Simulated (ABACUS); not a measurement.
Write the native input for ABACUS 3.10.1 that does the following.

- Task: band structure
- Functional: PBE
- Potentials or basis: SPMS ONCV 1.0 PBE
- Cutoff: 1102 eV
- Density cutoff: 4408 eV
- Basis: plane waves
- Occupations: fermi-dirac, width 0.05 eV
- Spin: no spin polarisation
- Radial cutoff of the potentials (pseudo_rcut): 10 bohr
- Threshold of the eigensolver: 1e-07 Ry
- Density: read from an earlier self-consistent run
- Path: G-H-N-G-P-H, P-N
- Points for each segment of the path: 10
- SCF threshold on the density: 1e-08
- Max SCF steps: 100
- Eigensolver: dav
- Mixing: broyden
- Mixing share: 0.7
- Symmetry key: -1

Crystal: Mo.

```
Mo
1.0
    -1.58381    1.58381    1.58381
     1.58381   -1.58381    1.58381
     1.58381    1.58381   -1.58381
Mo
1
Direct
  0.00000 0.00000 0.00000
```

One way to write it, as run:

INPUT

```
INPUT_PARAMETERS
suffix              Mo
calculation         nscf
basis_type          pw
pseudo_dir          ./
symmetry            -1
dft_functional      pbe
ecutwfc             81.0
pseudo_rcut         10
nspin               1
nbands              17
ks_solver           dav
smearing_method     fd
smearing_sigma      0.00367493
scf_thr             1e-08
scf_nmax            100
mixing_type         broyden
mixing_beta         0.7
init_chg            file
pw_diag_thr         1e-07
out_band            1
kpar                4
```

STRU

```
ATOMIC_SPECIES
Mo 95.9500 42_Mo_14_2.0_2.6_pbe_n_v1.0.upf

LATTICE_CONSTANT
1.8897261246

LATTICE_VECTORS
-1.5838089719 1.5838089719 1.5838089719
1.5838089719 -1.5838089719 1.5838089719
1.5838089719 1.5838089719 -1.5838089719

ATOMIC_POSITIONS
Cartesian

Mo
0.0
1
0.0000000000 0.0000000000 0.0000000000 1 1 1
```

KPT

```
K_POINTS
8
Line
0.00000000 0.00000000 0.00000000 10 // G
0.50000000 -0.50000000 0.50000000 10 // H
0.00000000 0.00000000 0.50000000 10 // N
0.00000000 0.00000000 0.00000000 10 // G
0.25000000 0.25000000 0.25000000 10 // P
0.50000000 -0.50000000 0.50000000 1 // H
0.25000000 0.25000000 0.25000000 10 // P
0.00000000 0.00000000 0.50000000 1 // N
```

Potentials or basis: SPMS ONCV 1.0 PBE, plane waves.

Run with:

```bash
$ OMP_NUM_THREADS=1 mpirun -np 4 abacus > log
```

It took 3 s on 4 MPI ranks on Intel(R) Xeon(R) Platinum 8488C (Sapphire Rapids), with other jobs on the host, peak memory 0.36 GiB a rank.
